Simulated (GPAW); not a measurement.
# Si2W (P6_222) in GPAW: further runs

One crystal, Si2W, is run at these levels: PBEsol, LDA; tasks: band structure.

Program: GPAW 26.7.0. These are calculated values, not measurements. Logs are shortened: lines on timing, memory, paths and dates and some standing lists are left out, and cuts for length are marked. The log counts tension as positive stress, the text compression.

### Step 1. The structure

Symmetry: P6_222, No. 180, hexagonal system. Conventional cell: a = 4.617 Å, b = 4.617 Å, c = 6.653 Å, α = 90.00°, β = 90.00°, γ = 120.00°. W (site symmetry 222) is surrounded by 10 Si at 2.59 to 2.69 Å. Si (site symmetry 2) has 5 Si at 2.57 to 2.69 Å and 5 W at 2.59 to 2.69 Å as nearest neighbours.

Measurements of this composition are mostly on another form, of space group No. 139.

### Step 2. Band structure, PBEsol

Input file run.py:

```python
from ase import Atoms
from ase.dft.bandgap import bandgap
from ase.io import write
from ase.units import GPa
from gpaw import GPAW, PW, setup_paths

setup_paths.insert(0, '.')

atoms = Atoms(['W', 'W', 'W', 'Si', 'Si', 'Si', 'Si', 'Si', 'Si'],
              cell=[[4.6168523821, 0.0, 0.0],
                    [-2.3084261911, 3.9983114484, 0.0],
                    [0.0, 0.0, 6.653222]],
              scaled_positions=[[0.5, 0.0, 0.5],
                                [0.5, 0.5, 0.8333333333],
                                [0.0, 0.5, 0.1666666667],
                                [0.327252, 0.163626, 0.1666666667],
                                [0.836374, 0.163626, 0.8333333333],
                                [0.163626, 0.327252, 0.5],
                                [0.672748, 0.836374, 0.1666666667],
                                [0.163626, 0.836374, 0.8333333333],
                                [0.836374, 0.672748, 0.5]],
              pbc=True)

calc = GPAW(mode=PW(600),
            xc='PBEsol',
            kpts={'size': (5, 5, 3), 'gamma': True},
            occupations={'name': 'fermi-dirac', 'width': 0.05},
            nbands=59,
            convergence={'density': 1e-05, 'energy': 1e-05},
            maxiter=150,
            txt='gpaw.txt')
atoms.calc = calc
energy = atoms.get_potential_energy()
forces = atoms.get_forces()
stress = atoms.get_stress()
calc.write('gs.gpw')
write('result.traj', atoms)
print(f'Energy: {energy:.6f} eV')
print('Forces (eV/A):')
print(forces.round(4))
print('Stress (GPa):', (stress / GPa).round(3))
print('Fermi level:', round(calc.get_fermi_level(), 4), 'eV')
print(f'Gap: {bandgap(calc)[0]:.4f} eV, direct: {bandgap(calc, direct=True)[0]:.4f} eV')

path = atoms.cell.bandpath('GMKGALHA,LM,KH', npoints=80, eps=1e-4)
bs_calc = calc.fixed_density(kpts=path, symmetry='off', nbands=86,
                             convergence={'bands': 'CBM+6.0', 'eigenstates': 1e-6}, txt='bands.txt')
bs = bs_calc.band_structure()
bs.write('bs.json')
print(f'Gap on the path: {bandgap(bs_calc)[0]:.4f} eV')
```

Potentials or basis: PAW data sets generated in the run's folder for this functional, pw.

Launch:

```
gpaw-setup -f PBEsol Si W
OMP_NUM_THREADS=1 python run.py
```

gpaw.txt:

```text
__  _  _
 | _ |_)|_||  |
 |__||  | ||/\| - 26.7.0

Input parameters:
  mode=PW(ecut=600.0),
  convergence={'density': 1e-05, 'energy': 1e-05},
  kpts=MonkhorstPack(size=(5, 5, 3), gamma=True),
  maxiter=150,
  nbands=59,
  occupations=Occupations(name='fermi-dirac', width=0.05),
  xc=XC(name='PBEsol')

Diagonalizing LCAO Hamiltonian
Converting LCAO to pw mode

         Si
              W
                   Si
                 Si
           Si
               SW
         W
             Si

Atoms  # Å, Bohr magnetons
|   | symbol |         x |        y |        z |    initial magnetic moments |
|---|--------|-----------|----------|----------|-----------------------------|
| 0 |      W |  2.308426 | 0.000000 | 3.326611 | ( 0.0000,  0.0000,  0.0000) |
| 1 |      W |  1.154213 | 1.999156 | 5.544352 | ( 0.0000,  0.0000,  0.0000) |
| 2 |      W | -1.154213 | 1.999156 | 1.108870 | ( 0.0000,  0.0000,  0.0000) |
| 3 |     Si |  1.133156 | 0.654228 | 1.108870 | ( 0.0000,  0.0000,  0.0000) |
| 4 |     Si |  3.483697 | 0.654228 | 5.544352 | ( 0.0000,  0.0000,  0.0000) |
| 5 |     Si | -0.000000 | 1.308455 | 3.326611 | ( 0.0000,  0.0000,  0.0000) |
| 6 |     Si |  1.175271 | 3.344084 | 1.108870 | ( 0.0000,  0.0000,  0.0000) |
| 7 |     Si | -1.175271 | 3.344084 | 5.544352 | ( 0.0000,  0.0000,  0.0000) |
| 8 |     Si |  2.308426 | 2.689856 | 3.326611 | ( 0.0000,  0.0000,  0.0000) |

Unit cell  # Å
| periodic |         x |        y |        z |  lengths |     angles |
|----------|-----------|----------|----------|----------|------------|
|      yes |  4.616852 | 0.000000 | 0.000000 | 4.616852 |  90.000000 |
|      yes | -2.308426 | 3.998311 | 0.000000 | 4.616852 |  90.000000 |
|      yes |  0.000000 | 0.000000 | 6.653222 | 6.653222 | 120.000000 |

Number of symmetries: 4
Symmetry operations  # r_c * U_cc + t_c -> r_c
|   | kind |            matrix            |
|---|------|------------------------------|
| 0 |  E   |  1, 0, 0,  0, 1, 0,  0, 0, 1 |
| 1 |  C2  |  1, 0, 0, -1,-1, 0,  0, 0,-1 |
| 2 |  C2  | -1, 0, 0,  1, 1, 0,  0, 0,-1 |
| 3 |  C2  | -1, 0, 0,  0,-1, 0,  0, 0, 1 |

BZ-sampling:
  Number of BZ points: 75
  Number of IBZ points: 18

  Monkhorst-Pack size: [5, 5, 3]
  Monkhorst-Pack shift: [0, 0, 0]

K-points  # in reciprocal-cell coordinates
|     |                                coordinates |     weight |
|-----|--------------------------------------------|------------|
|   0 | (  0.00000000,   0.00000000,   0.00000000) | 0.01333333 |
|   1 | (  0.00000000,   0.00000000,   0.33333333) | 0.02666667 |
|   2 | (  0.00000000,   0.20000000,   0.00000000) | 0.02666667 |
|   3 | (  0.00000000,   0.20000000,   0.33333333) | 0.05333333 |
|   4 | (  0.00000000,   0.40000000,   0.00000000) | 0.02666667 |
|   5 | (  0.00000000,   0.40000000,   0.33333333) | 0.05333333 |
|   6 | (  0.20000000,   0.00000000,   0.00000000) | 0.05333333 |
|   7 | (  0.20000000,   0.00000000,   0.33333333) | 0.10666667 |
|   8 | (  0.20000000,   0.20000000,   0.00000000) | 0.05333333 |
|   9 | (  0.20000000,   0.20000000,   0.33333333) | 0.10666667 |
| ... |                                            |            |
|  17 | (  0.40000000,   0.40000000,   0.33333333) | 0.10666667 |

Plane wave coefficients: 4112
Cutoff: 600.0 eV

Spin-components: 1 (collinear spins)
Bands:           59
Projectors:      48
Spin-degeneracy: 2
Datatype:        complex128

Parallelization:
  kpt:    1
  domain: 1
  band:   1

Density:
  Valence electrons: 66.0
  Components: 1
  Grid points: [27 27 40]
  Charge: 0.0  # |e|

Potential:
  Grid points: [27 27 40]

species:
  W:
    name:    Tungsten
    Z:       74.0
    valence: 14
    core:    60
    charge:  0.0  # [|e|]
    compensation charges:
      type: gauss
      rc: 0.40  # [Å]
      lmax: 2
    cutoffs:
      filter: 2.36  # [Å]
      core: 3.02  # [Å]
    projectors
    | kind |    occ | energy [eV] | rcut [Å] |
    |------|--------|-------------|----------|
    |   5s |  2.000 |     -78.864 |    1.344 |
    |   6s |  2.000 |      -5.730 |    1.344 |
    |   5p |  6.000 |     -43.252 |    1.355 |
    |   6p |  0.000 |      -1.338 |    1.355 |
    |   5d |  4.000 |      -4.526 |    1.228 |
    |    d |        |      22.686 |    1.228 |

    Using partial waves for W as LCAO basis

  Si:
    name:    Silicon
    Z:       14.0
    valence: 4
    core:    10
    charge:  0.0  # [|e|]
    compensation charges:
      type: gauss
      rc: 0.33  # [Å]
      lmax: 2
    cutoffs:
      filter: 1.86  # [Å]
      core: 2.06  # [Å]
    projectors
    | kind |    occ | energy [eV] | rcut [Å] |
    |------|--------|-------------|----------|
    |   3s |  2.000 |     -10.768 |    1.058 |
    |   3p |  2.000 |      -4.057 |    1.058 |
    |    s |        |      16.444 |    1.058 |
    |    p |        |      23.155 |    1.058 |
    |    d |        |       0.000 |    1.058 |

    Using partial waves for Si as LCAO basis

Reference energy: -1363158.493783  # eV

eigensolver:
  PPCG
  Converge bands: occupied
  niter=2

density mixing:
  MSR1-Mixer
  Pratt-step length: 0.05
  Maximum mixing coefficient: 0.75
  Old densities: 10
  SVD Regularization: 0.005
  Good broyden scale: 1.0
  Trust region scale: 1.0
  Backstep threshold: 4.0
  History deletion threshold: 6.0
  Fourier metric: weight=20.0, sigma=0.015

occupation numbers:
  Fermi-Dirac:
    width: 0.0500  # eV

poisson solver:
  ecut: 4800.0  # eV

xc functional:
  name: PBEsol with 2 nearest neighbor stencil

convergence criteria:
[... 6 lines left out ...]
|iter     | |      energy | eigst |  dens |
|---------|-|-------------|-------|-------|
|iter:   1| |  -74.821627 | +0.36 |       |
|iter:   2| |  -75.194717 | -1.70 | -1.22 |
|iter:   3| |  -90.124905 | -0.20 | -1.22 |
|iter:   4| |  -75.166441 | -0.36 | -0.72 |
|iter:   5| |  -75.020710 | -1.96 | -1.47 |
|iter:   6| |  -75.018009 | -3.68 | -2.12 |
|iter:   7| |  -75.017502 | -4.48 | -2.76 |
|iter:   8| |  -75.017426c| -5.29 | -3.20 |
|iter:   9| |  -75.017341c| -5.97 | -3.30 |
|iter:  10| |  -75.017346c| -6.71 | -3.91 |
|iter:  11| |  -75.017344c| -7.60c| -4.36 |
|iter:  12| |  -75.017344c| -8.40c| -5.22c|

Converged in 12 steps
Energy contributions relative to reference atoms: (reference = -1363158.493783)

Energy contributions:
  Kinetic:          43.273858
  Coulomb:         -33.047842
  Zero:             -0.313640
  External:          0.000000
  Xc:              -84.929181
  Entropy:          -0.001079
  Spinorbit:         0.000000
  ----------------------------
  Free energy:     -75.017883
  Extrapolated:    -75.017344

dipole moment: (-8.572180, -14.847443, -0.000007)  # |e|*Ang

Fermi level: 12.895
Eigenvalues  # (at kpt = [0.000, 0.000, 0.000])
| band index |      eig [eV] | occ [0-2] |
|------------|---------------|-----------|
|          0 |       -61.126 |     2.000 |
|        ... |               |           |
|         25 |         8.968 |     2.000 |
|         26 |         9.472 |     2.000 |
|         27 |         9.472 |     2.000 |
|         28 |         9.605 |     2.000 |
|         29 |         9.605 |     2.000 |
|         30 |         9.962 |     2.000 |
[... 8 lines left out ...]
|         39 |        15.649 |     0.000 |
|         40 |        15.831 |     0.000 |
|        ... |               |           |
|         58 |        24.766 |     0.000 |

Gap: 0.398 eV
Transition (v -> c):
  (s=0, k=1, n=32, [0.00, 0.00, 0.33]) -> (s=0, k=8, n=33, [0.20, 0.20, 0.00])
Direct/indirect transitions are different
Direct gap: 0.912 eV
Transition at: (s=0, k=5, n=32, [0.00, 0.40, 0.33])

Forces  # eV/Ang
|        x |        y |        z |
|----------|----------|----------|
|  0.00000 |  0.00000 |  0.00000 |  # W    0
|  0.00000 |  0.00000 |  0.00010 |  # W    1
|  0.00000 | -0.00000 | -0.00010 |  # W    2
|  0.04368 |  0.02519 | -0.00007 |  # Si   3
| -0.04368 |  0.02519 |  0.00007 |  # Si   4
| -0.00000 |  0.05044 |  0.00000 |  # Si   5
| -0.04368 | -0.02519 | -0.00007 |  # Si   6
|  0.04368 | -0.02519 |  0.00007 |  # Si   7
|  0.00000 | -0.05044 |  0.00000 |  # Si   8

Stress tensor  # eV/Ang^3
|        x |        y |        z |
|----------|----------|----------|
| 0.030821 | 0.000000 | 0.000000 |
| 0.000000 | 0.030820 | 0.000000 |
| 0.000000 | 0.000000 | 0.033077 |

# Writing to gs.gpw (mode='')
```

stdout:

```text
Energy: -75.017344 eV
Forces (eV/A):
[[ 0.      0.      0.    ]
 [ 0.      0.      0.0001]
 [ 0.     -0.     -0.0001]
 [ 0.0437  0.0252 -0.0001]
 [-0.0437  0.0252  0.0001]
 [-0.      0.0504  0.    ]
 [-0.0437 -0.0252 -0.0001]
 [ 0.0437 -0.0252  0.0001]
 [ 0.     -0.0504  0.    ]]
Stress (GPa): [4.938 4.938 5.299 0.    0.    0.   ]
Fermi level: 12.8947 eV
Gap: 0.3978 eV, direct: 0.9121 eV
Gap on the path: 0.0000 eV
```

It took 14 min on 1 thread of Intel Xeon at 2.50GHz (Skylake/Cascade Lake), shared host; peak memory 0.9 GiB.

Results:

```
Free energy             : -75.0179 eV
Pressure                : -5.1 GPa
Largest force           : 0.050 eV/Å
Band gap along the path : none (metal or under the smearing width)
```

Forces in eV/Å, atoms in the order of the input:
```
W    0.000  0.000  0.000
W    0.000  0.000  0.000
W    0.000  0.000  0.000
Si   0.044  0.025  0.000
Si  -0.044  0.025  0.000
Si   0.000  0.050  0.000
Si  -0.044 -0.025  0.000
Si   0.044 -0.025  0.000
Si   0.000 -0.050  0.000
```

Levels at the corners of the path, in eV from the Fermi level:
```csv
point,band 30,band 31,band 32,band 33,band 34,band 35,band 36,band 37
Γ,-3.29,-2.93,-2.50,-0.85,2.29,2.29,2.33,2.39
M,-2.19,-1.57,-1.09,-0.56,0.10,0.86,0.98,1.05
K,-2.66,-1.10,-1.10,-0.74,0.88,1.19,1.19,1.34
Γ,-3.29,-2.93,-2.50,-0.85,2.29,2.29,2.33,2.39
A,-2.64,-2.52,-0.64,-0.64,1.84,2.08,2.08,2.31
L,-2.87,-2.00,-1.18,0.10,0.72,1.12,1.32,1.50
H,-1.86,-1.49,-1.49,-0.54,0.62,0.62,0.86,1.76
A,-2.64,-2.52,-0.64,-0.64,1.84,2.08,2.08,2.31
L,-2.87,-2.00,-1.18,0.10,0.72,1.12,1.32,1.50
M,-2.19,-1.57,-1.09,-0.56,0.10,0.86,0.98,1.05
K,-2.66,-1.10,-1.10,-0.74,0.88,1.19,1.19,1.34
H,-1.86,-1.49,-1.49,-0.54,0.62,0.62,0.86,1.76
```

Caveat: spin-orbit coupling is left out, which moves the levels of the heavy elements.

### Step 3. Band structure, LDA

Edit run.py of step 2 so:

```diff
@@ -4,5 +4,3 @@
 from ase.units import GPa
-from gpaw import GPAW, PW, setup_paths
-
-setup_paths.insert(0, '.')
+from gpaw import GPAW, PW
 
@@ -24,3 +22,3 @@
 calc = GPAW(mode=PW(600),
-            xc='PBEsol',
+            xc='LDA',
             kpts={'size': (5, 5, 3), 'gamma': True},
```

Potentials or basis: the program's PAW data sets (release 1.2.1) made for this functional, pw.

Launch:

```
OMP_NUM_THREADS=1 python run.py
```

It took 14 min on 1 thread of Intel Xeon at 2.50GHz (Skylake/Cascade Lake), shared host; peak memory 0.9 GiB.

It converged, with:

| Property | Result |
| --- | --- |
| Free energy | -77.2200 eV |
| Pressure | -8.9 GPa |
| Largest force | 0.072 eV/Å |
| Band gap along the path | none (metal or under the smearing width) |

Forces in eV/Å, atoms in the order of the input:
```
W    0.000  0.000  0.000
W    0.000  0.000  0.000
W    0.000  0.000  0.000
Si   0.062  0.036  0.000
Si  -0.062  0.036  0.000
Si   0.000  0.072  0.000
Si  -0.062 -0.036  0.000
Si   0.062 -0.036  0.000
Si   0.000 -0.072  0.000
```

Stress tensor (GPa, compression positive):
```
-8.64  0.00  0.00
 0.00 -8.64  0.00
 0.00  0.00 -9.43
```

Levels at the corners of the path, in eV from the Fermi level:
| point | band 31 | band 32 | band 33 | band 34 | band 35 | band 36 |
| --- | --- | --- | --- | --- | --- | --- |
| Γ | -2.90 | -2.42 | -0.82 | 2.31 | 2.33 | 2.34 |
| M | -1.55 | -1.07 | -0.54 | 0.10 | 0.86 | 0.97 |
| K | -1.08 | -1.08 | -0.73 | 0.87 | 1.19 | 1.19 |
| Γ | -2.90 | -2.42 | -0.82 | 2.31 | 2.33 | 2.34 |
| A | -2.45 | -0.63 | -0.63 | 1.84 | 2.05 | 2.05 |
| L | -1.98 | -1.17 | 0.11 | 0.70 | 1.11 | 1.31 |
| H | -1.47 | -1.47 | -0.54 | 0.65 | 0.65 | 0.84 |
| A | -2.45 | -0.63 | -0.63 | 1.84 | 2.05 | 2.05 |
| L | -1.98 | -1.17 | 0.11 | 0.70 | 1.11 | 1.31 |
| M | -1.55 | -1.07 | -0.54 | 0.10 | 0.86 | 0.97 |
| K | -1.08 | -1.08 | -0.73 | 0.87 | 1.19 | 1.19 |
| H | -1.47 | -1.47 | -0.54 | 0.65 | 0.65 | 0.84 |

Caveat: spin-orbit coupling is left out, which moves the levels of the heavy elements.
